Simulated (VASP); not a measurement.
# ZnCu: interstitial O from one void to a neighbouring one, part 2 of 4

How hard is this move in ZnCu: interstitial O from one void to a neighbouring one? Both ends are relaxed first, then a band of images between them. The start is a cell from a database of measured crystal structures.

VASP 6.6.1, plane waves and PAW; the level of theory is named at each step.

So far. Step 2 (Relax the host): The run ended after 2 ionic steps, 0.002 eV below its first step, once forces and stress met EDIFFG = -0.02.

**3. Relax the start**

This step: PBE, no spin polarisation; plane waves and PAW (Zn, Cu, O) (VASP 6.6.1).

System of this step: Zn8Cu8O. The cell holds 17 atoms: 8 Zn, 8 Cu and 1 O. Its edges and angles: a = 5.926 Å, b = 5.926 Å, c = 5.926 Å, α = 90.0°, β = 90.0°, γ = 90.0°. It derives from ZnCu. Nearest the centre at fractional (-0.083, 0.042, 0.250): O17 at 0.57 Å, Cu9 at 1.57 Å, Cu10 at 1.58 Å, Zn5 at 1.59 Å, Zn7 at 2.00 Å, Zn1 at 2.34 Å, Zn3 at 2.61 Å, Cu14 at 2.88 Å.

A path needs two true minima; the start is relaxed with symmetry off.

INCAR reads:

```
SYSTEM = Zn8Cu8O
PREC = Normal
ENCUT = 400
EDIFF = 1E-05
NELM = 120
ISMEAR = 1
SIGMA = 0.15
LREAL = Auto
ALGO = Fast
GGA = PE
NBANDS = 117
LASPH = .TRUE.
LORBIT = 11
LWAVE = .FALSE.
LCHARG = .FALSE.
KPAR = 3
IBRION = 2
NSW = 60
ISIF = 2
EDIFFG = -0.05
POTIM = 0.4
MAXMIX = 40
ISYM = 0
```

POSCAR reads:

```
Zn8Cu8O
1.0
    5.9260891250      0.0000000000      0.0000000000
    0.0000000000      5.9260891250      0.0000000000
    0.0000000000      0.0000000000      5.9260891250
Zn Cu O
8 8 1
Direct
    0.2511663145      0.2527728849      0.2511151944
    0.2456019655      0.2530554919      0.7515064727
    0.2481878327      0.7519612196      0.2512303980
    0.2509926698      0.7500959224      0.7518451055
    0.7475145359      0.2494501941      0.2483728921
    0.7520210503      0.2501340584      0.7490129856
    0.7473611316      0.7491320001      0.2500274791
    0.7490698658      0.7543673451      0.7533976010
   -0.0091499214     -0.0063752441     -0.0005898396
   -0.0014248534      0.0007210253      0.5007334413
    0.0071475090      0.4962470333     -0.0012743818
    0.0068941643      0.5021825625      0.5022377773
    0.4982652763     -0.0055621005      0.0005651779
    0.5003679124     -0.0041421991      0.4976941735
    0.4997568593      0.4968115511     -0.0003316520
    0.5003222463      0.5001201002      0.4982913127
    0.0020038446      0.0863409390      0.2510828332
```

KPOINTS reads:

```
Automatic mesh
0
Monkhorst-Pack
3 3 3
0 0 0
```

PAW data sets: Zn, Cu and O (PBE family, release 64).

On the command line:

```sh
$ mpirun -np 3 vasp_std
```

Log:

```text
[banner, memory and clock lines left out]
running    3 mpi-ranks, on    1 nodes
 distrk:  each k-point on    1 cores,    3 groups
 distr:  one band on    1 cores,    1 groups

 POSCAR found type information on POSCAR ZnCuO
 POSCAR found :  3 types and      17 ions
 LDA part: xc-table for (Slater+PW92), standard interpolation
 POSCAR, INCAR and KPOINTS ok, starting setup
 FFT: planning ... GRIDC
 FFT: planning ... GRID_SOFT
 FFT: planning ... GRID
 WAVECAR not read
 entering main loop
       N       E                     dE             d eps       ncg     rms          rms(c)
DAV:   1     0.179401932055E+04    0.17940E+04   -0.67769E+04  3292   0.233E+03
DAV:   2     0.301803065362E+03   -0.14922E+04   -0.14242E+04  3276   0.553E+02
DAV:   3    -0.254088163413E+02   -0.32721E+03   -0.30733E+03  3276   0.252E+02
DAV:   4    -0.509731655502E+02   -0.25564E+02   -0.24636E+02  4136   0.792E+01
DAV:   5    -0.515966057146E+02   -0.62344E+00   -0.61948E+00  4136   0.128E+01    0.313E+01
RMM:   6    -0.489338937902E+02    0.26627E+01   -0.11861E+02  3290   0.743E+01    0.197E+01
RMM:   7    -0.406483985330E+02    0.82855E+01   -0.37581E+01  3331   0.403E+01    0.879E+00
RMM:   8    -0.406216073243E+02    0.26791E-01   -0.73382E-01  3454   0.376E+00    0.498E+00
RMM:   9    -0.406436309364E+02   -0.22024E-01   -0.49938E-01  3304   0.461E+00    0.296E+00
RMM:  10    -0.405600329414E+02    0.83598E-01   -0.29124E-01  3291   0.360E+00    0.764E-01
RMM:  11    -0.405536998320E+02    0.63331E-02   -0.59691E-02  3613   0.120E+00    0.208E-01
RMM:  12    -0.405551071789E+02   -0.14073E-02   -0.19168E-02  3963   0.520E-01    0.160E-01
RMM:  13    -0.405550284576E+02    0.78721E-04   -0.25440E-03  3833   0.232E-01    0.841E-02
RMM:  14    -0.405550860474E+02   -0.57590E-04   -0.12007E-03  3496   0.166E-01    0.443E-02
RMM:  15    -0.405550872042E+02   -0.11568E-05   -0.20526E-04  2854   0.701E-02    0.265E-02
RMM:  16    -0.405550837270E+02    0.34772E-05   -0.81849E-05  2833   0.464E-02
   1 F= -.40555084E+02 E0= -.40548983E+02  d E =-.405551E+02
 curvature:   0.00 expect dE= 0.000E+00 dE for cont linesearch  0.000E+00
 trial: gam= 0.00000 g(F)=  0.127E+02 g(S)=  0.000E+00 ort = 0.000E+00 (trialstep = 0.100E+01)
 search vector abs. value=  0.127E+02
 bond charge predicted
       N       E                     dE             d eps       ncg     rms          rms(c)
DAV:   1     0.910845673901E+01    0.49664E+02   -0.48401E+03  4324   0.338E+02    0.186E+01
RMM:   2    -0.286203328112E+02   -0.37729E+02   -0.38770E+02  3583   0.113E+02    0.127E+01
RMM:   3    -0.408225338896E+02   -0.12202E+02   -0.15400E+02  4360   0.471E+01    0.946E+00
RMM:   4    -0.431397435491E+02   -0.23172E+01   -0.27256E+01  4101   0.190E+01    0.740E+00
RMM:   5    -0.434780664473E+02   -0.33832E+00   -0.55711E+00  4094   0.806E+00    0.578E+00
RMM:   6    -0.433997151460E+02    0.78351E-01   -0.21204E+00  4142   0.402E+00    0.332E+00
RMM:   7    -0.434814250495E+02   -0.81710E-01   -0.91411E-01  3833   0.185E+00    0.250E+00
RMM:   8    -0.436124547751E+02   -0.13103E+00   -0.62004E-01  3537   0.161E+00    0.969E-01
RMM:   9    -0.437445656369E+02   -0.13211E+00   -0.87658E-01  3610   0.118E+00    0.681E-01
RMM:  10    -0.437684023851E+02   -0.23837E-01   -0.15853E-01  3924   0.661E-01    0.530E-01
RMM:  11    -0.437679332989E+02    0.46909E-03   -0.32073E-02  3583   0.442E-01    0.293E-01
RMM:  12    -0.437676381886E+02    0.29511E-03   -0.11892E-02  3833   0.303E-01    0.210E-01
RMM:  13    -0.437673004858E+02    0.33770E-03   -0.25929E-03  3670   0.168E-01    0.141E-01
RMM:  14    -0.437673054793E+02   -0.49935E-05   -0.15877E-03  3866   0.116E-01    0.999E-02
RMM:  15    -0.437672449587E+02    0.60521E-04   -0.23437E-04  2893   0.444E-02    0.732E-02
RMM:  16    -0.437671804034E+02    0.64555E-04   -0.22559E-04  3440   0.562E-02    0.193E-02
RMM:  17    -0.437671804618E+02   -0.58422E-07   -0.42519E-05  2252   0.256E-02
   2 F= -.43767180E+02 E0= -.43760150E+02  d E =-.321210E+01
[... from here on, the cycles between the ionic steps are left out ...]
   3 F= -.44268436E+02 E0= -.44259887E+02  d E =-.371335E+01
   4 F= -.44279224E+02 E0= -.44270674E+02  d E =-.372414E+01
   5 F= -.44608836E+02 E0= -.44601160E+02  d E =-.329612E+00
   6 F= -.44664999E+02 E0= -.44657903E+02  d E =-.385774E+00
   7 F= -.44713388E+02 E0= -.44705065E+02  d E =-.483897E-01
   8 F= -.44719492E+02 E0= -.44710676E+02  d E =-.544930E-01
   9 F= -.44728539E+02 E0= -.44719500E+02  d E =-.904723E-02
  10 F= -.44732651E+02 E0= -.44723482E+02  d E =-.131589E-01
  11 F= -.44732426E+02 E0= -.44723081E+02  d E =-.129344E-01
  12 F= -.44733938E+02 E0= -.44724690E+02  d E =-.144460E-01
  13 F= -.44740643E+02 E0= -.44731284E+02  d E =-.670501E-02
  14 F= -.44744761E+02 E0= -.44735278E+02  d E =-.108231E-01
  15 F= -.44744911E+02 E0= -.44735413E+02  d E =-.109734E-01
  16 F= -.44749995E+02 E0= -.44740356E+02  d E =-.508416E-02
  17 F= -.44753246E+02 E0= -.44743506E+02  d E =-.833537E-02
  18 F= -.44755440E+02 E0= -.44745574E+02  d E =-.105290E-01
  19 F= -.44759760E+02 E0= -.44749887E+02  d E =-.431997E-02
  20 F= -.44760967E+02 E0= -.44751101E+02  d E =-.552693E-02
  21 F= -.44762355E+02 E0= -.44752513E+02  d E =-.691472E-02
  22 F= -.44766769E+02 E0= -.44756847E+02  d E =-.441424E-02
  23 F= -.44767689E+02 E0= -.44757729E+02  d E =-.533402E-02
 curvature:  -2.82 expect dE=-0.502E-02 dE for cont linesearch -0.106E-05
 trial: gam= 0.61262 g(F)=  0.178E-02 g(S)=  0.000E+00 ort = 0.518E-04 (trialstep = 0.184E+01)
 search vector abs. value=  0.452E-02
 bond charge predicted
       N       E                     dE             d eps       ncg     rms          rms(c)
DAV:   1    -0.447668772455E+02    0.81102E-03   -0.30824E+00  3443   0.570E+00    0.154E-01
RMM:   2    -0.447695270906E+02   -0.26498E-02   -0.26482E-02  3448   0.108E+00    0.924E-02
RMM:   3    -0.447703650817E+02   -0.83799E-03   -0.94869E-03  3936   0.424E-01    0.813E-02
RMM:   4    -0.447703861227E+02   -0.21041E-04   -0.11002E-03  4224   0.166E-01    0.619E-02
RMM:   5    -0.447704237624E+02   -0.37640E-04   -0.29070E-04  3538   0.761E-02    0.744E-02
RMM:   6    -0.447704011855E+02    0.22577E-04   -0.48166E-05  2404   0.338E-02    0.629E-02
RMM:   7    -0.447703624219E+02    0.38764E-04   -0.26191E-05  2262   0.284E-02    0.375E-02
RMM:   8    -0.447703559755E+02    0.64463E-05   -0.18814E-05  2114   0.159E-02
  24 F= -.44770356E+02 E0= -.44760330E+02  d E =-.266714E-02
 trial-energy change:   -0.002667  1 .order   -0.002512   -0.003330   -0.001694
 step:   2.8469(harm=  3.7385)  dis= 0.01157  next Energy=   -44.770848 (dE=-0.316E-02)
 reached required accuracy - stopping structural energy minimisation
```

Wall time 17 min (3 MPI ranks of Intel Xeon Platinum 8259CL at 2.50GHz (Skylake/Cascade Lake), shared host); peak memory 0.89 GiB.

From OUTCAR (step 3):

```text
 Found     14 irreducible k-points:

   k-points           NKPTS =     14   k-points in BZ     NKDIM =     14   number of bands    NBANDS=    117

   dimension x,y,z NGX =    30 NGY =   30 NGZ =   30
   dimension x,y,z NGXF=    60 NGYF=   60 NGZF=   60

   ENCUT  =  400.0 eV  29.40 Ry    5.42 a.u.   9.66  9.66  9.66*2*pi/ulx,y,z

   NELECT =     190.0000    total number of electrons

 E-fermi :   5.7770

 k-point     1 :       0.0000    0.0000    0.0000
  band No.  band energies     occupation
    ...
     93       3.9491      2.00000
     94       4.5778      2.00000
     95       4.6858      2.00000
     96       4.8105      2.00000
     97       5.7856      0.90337
     98       7.2445     -0.00000
     99       7.6302     -0.00000
    100       7.9846     -0.00000
    101       8.0564     -0.00000
    102       8.4755     -0.00000
    ...

 k-point     2 :       0.3333    0.0000    0.0000
  band No.  band energies     occupation
    ...
     92       4.0890      2.00000
     93       4.7057      2.00000
     94       4.8651      2.00000
     95       5.1238      2.00000
     96       5.3568      2.00054
     97       6.0517     -0.02655
     98       7.3176     -0.00000
     99       7.7948     -0.00000
    100       8.0173     -0.00000
    101       8.1590     -0.00000
    ...

  Total       10.1738685     11.0472014     10.0491846      0.1950329     -0.0289486     -0.0475477
  in kB       78.3235145     85.0468667     77.3636355      1.5014609     -0.2228610     -0.3660462
  external PRESSURE =      80.2446722 kB  Pullay stress =       0.0000000 kB

  energy-cutoff  :      400.00
  volume of cell :      208.12
      direct lattice vectors                 reciprocal lattice vectors
     5.926089125  0.000000000  0.000000000     0.168745353  0.000000000  0.000000000
     0.000000000  5.926089125  0.000000000     0.000000000  0.168745353  0.000000000
     0.000000000  0.000000000  5.926089125     0.000000000  0.000000000  0.168745353

 POSITION                                       TOTAL-FORCE (eV/Angst)
 -----------------------------------------------------------------------------------
      1.66637      1.63574      1.47499        -0.008627      0.044881      0.006320
      1.45515      1.45320      4.44899        -0.005237     -0.021984      0.007572
      1.53529      4.37352      1.47939         0.030121     -0.024310     -0.002498
      1.61221      4.42380      4.45143         0.002795      0.029268      0.007718
      4.26454      1.65698      1.49173         0.011753      0.037542     -0.004252
      4.46937      1.47322      4.44214        -0.011133     -0.003585     -0.005146
      4.39030      4.36199      1.48710        -0.031344     -0.031851      0.006158
      4.31271      4.40269      4.44348        -0.038044     -0.019348     -0.018244
      5.90893      5.70199      5.68734        -0.001984     -0.012303     -0.022119
      5.91402      5.69518      3.20135         0.016831      0.005329      0.036394
      0.00338      3.07221      5.84133         0.004540      0.006207     -0.000218
      0.01378      3.07073      3.05131         0.003624      0.013648     -0.000260
      2.97603      0.00147      0.02062         0.007194     -0.004115      0.013604
      2.96733      0.00126      2.94628         0.004204     -0.009145     -0.014353
      2.95754      2.93141      5.81951         0.004400     -0.000050     -0.023604
      2.94115      2.92982      3.07502         0.018043      0.010151      0.016543
      5.92359      0.68167      1.48346        -0.007134     -0.020335     -0.003616
 -----------------------------------------------------------------------------------
    total drift:                               -0.002707     -0.028637      0.007579

  FREE ENERGIE OF THE ION-ELECTRON SYSTEM (eV)
  ---------------------------------------------------
  free  energy   TOTEN  =       -44.7703559755 eV

  energy  without entropy=      -44.7402779383  energy(sigma->0) =      -44.76032996

 total charge
# of ion       s       p       d       tot
------------------------------------------
    1        0.580   0.549   9.783  10.912
    2        0.598   0.511   9.732  10.841
    3        0.589   0.483   9.739  10.811
    4        0.605   0.590   9.747  10.941
    5        0.579   0.548   9.782  10.909
    6        0.599   0.511   9.732  10.841
    7        0.590   0.485   9.739  10.813
    8        0.605   0.591   9.747  10.943
    9        0.437   0.424   9.191  10.052
   10        0.437   0.424   9.191  10.052
   11        0.438   0.354   9.188   9.980
   12        0.438   0.354   9.188   9.980
   13        0.444   0.371   9.172   9.987
   14        0.444   0.371   9.172   9.987
   15        0.447   0.435   9.183  10.065
   16        0.447   0.435   9.183  10.064
   17        1.613   3.443   0.000   5.056
--------------------------------------------------
tot          9.890  10.879 151.465 172.234

[... 1 part as in an earlier step ...]

[... 7 further parts left out ...]
```

This run has no spin polarisation, although Cu can carry a moment.

The steps of the relaxation (22 of 24):

```
step  energy less that of the first step (eV)  largest force (eV/Å)
   1                                   0.0000               12.2093
   2                                  -3.2121                4.5283
   3                                  -3.7134                1.7794
   4                                  -3.7241                1.8310
   5                                  -4.0538                0.9163
   6                                  -4.1099                0.6112
   8                                  -4.1644                0.2212
   9                                  -4.1735                0.1745
  10                                  -4.1776                0.2075
  11                                  -4.1773                0.3852
  12                                  -4.1789                0.2725
  13                                  -4.1856                0.1275
  14                                  -4.1897                0.1311
  15                                  -4.1898                0.1304
  16                                  -4.1949                0.0922
  17                                  -4.1982                0.0921
  19                                  -4.2047                0.1279
  20                                  -4.2059                0.1084
  21                                  -4.2073                0.1468
  22                                  -4.2117                0.0628
  23                                  -4.2126                0.1149
  24                                  -4.2153                0.0464
```

The atoms that moved most (Å):

```
atom      dx      dy      dz  length
Cu10  -0.004  -0.235   0.234   0.332
 Cu9   0.037  -0.186  -0.235   0.302
 Zn5  -0.165   0.179   0.020   0.244
 Zn1   0.178   0.138  -0.013   0.225
 O17  -0.014   0.170  -0.004   0.171
Cu11  -0.039   0.131  -0.077   0.157
 Zn8  -0.126  -0.068  -0.021   0.145
Cu16  -0.024  -0.034   0.122   0.129
```

Final coordinates:

```xyz
17
Lattice="5.9261 0.0000 0.0000 0.0000 5.9261 0.0000 0.0000 0.0000 5.9261" Properties=species:S:1:pos:R:3 pbc="T T T"
Zn    1.6664    1.6357    1.4750
Zn    1.4552    1.4532    4.4490
Zn    1.5353    4.3735    1.4794
Zn    1.6122    4.4238    4.4514
Zn    4.2645    1.6570    1.4917
Zn    4.4694    1.4732    4.4421
Zn    4.3903    4.3620    1.4871
Zn    4.3127    4.4027    4.4435
Cu   -0.0172   -0.2241   -0.2388
Cu   -0.0121   -0.2309    3.2014
Cu    0.0034    3.0722   -0.0848
Cu    0.0138    3.0707    3.0513
Cu    2.9760    0.0015    0.0206
Cu    2.9673    0.0013    2.9463
Cu    2.9575    2.9314   -0.1066
Cu    2.9412    2.9298    3.0750
O    -0.0025    0.6817    1.4835
```

Numbers from this step:

```yaml
electronic_cycles: 191
electrons: 190
free_energy_toten: -44.77 eV
energy_at_zero_smearing: -44.76 eV
fermi_energy: 5.777 eV
```

The run ended after 24 ionic steps, 4.215 eV below its first step, once the forces on the free atoms met EDIFFG = -0.05.

(Part 2 of 4 ends here.)

[Lines on the potential files, build, host, timing and source positions are cut from VASP's logs without a mark.]

[Logs are printed without paths, hosts, clocks, repeated set-up lines and the standing remarks that a program may print on its own settings, such as how far it seeks lower states.]

[Hosts, paths, dates, database ids (printed as entryN), source tags and the programs' standing remarks are cut or masked in the printed files.]

[Runs that stopped without an error message from VASP are left out.]
